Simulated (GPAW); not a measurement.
SnO:

```
Sn O
1.0
     3.81370    0.00000    0.00000
     0.00000    3.81370    0.00000
     0.00000    0.00000    4.88691
Sn O
2 2
Direct
  0.50000 0.00000 0.76463
  0.00000 0.50000 0.23537
  0.00000 0.00000 0.00000
  0.50000 0.50000 0.00000
```

The cell is a database's computed one.

Base run:

| Property | Result |
| --- | --- |
| Program | GPAW 26.7.0 |
| Functional | GLLB-SC |
| Potentials or basis | the program's PAW data sets (release 1.2.1) made for this functional |
| Cutoff | 550 eV |
| Basis | pw |
| k mesh | 6 × 6 × 5 |
| Occupations | fermi-dirac, width 0.001 eV |
| Spin | no spin polarisation |

Its results: band gap on the k mesh, kohn-sham part alone 0.37 eV, indirect (least direct gap 2.26 eV); electronic dielectric tensor (diagonal) 6.52, 6.52, 5.72.

Problem. The run is repeated on the same cell with these changes: functional from GLLB-SC to RPBE. What comes out?

Solution. Band gap on the k mesh 0.14 eV, indirect (least direct gap 2.05 eV); electronic dielectric tensor (diagonal) 7.46, 7.46, 6.58.

Caveats: the long-wavelength limit can be off by a per cent or two; the gap is small at this level, which inflates the dielectric constant; spin-orbit coupling is left out, which moves the levels of the heavy elements; an odd mesh through Γ misses points on the zone boundary, where band edges often lie; a model potential gives levels but no total energy (some runs); response on these states lacks terms of the Hamiltonian (some runs).

Not every run made on this cell is shown here.
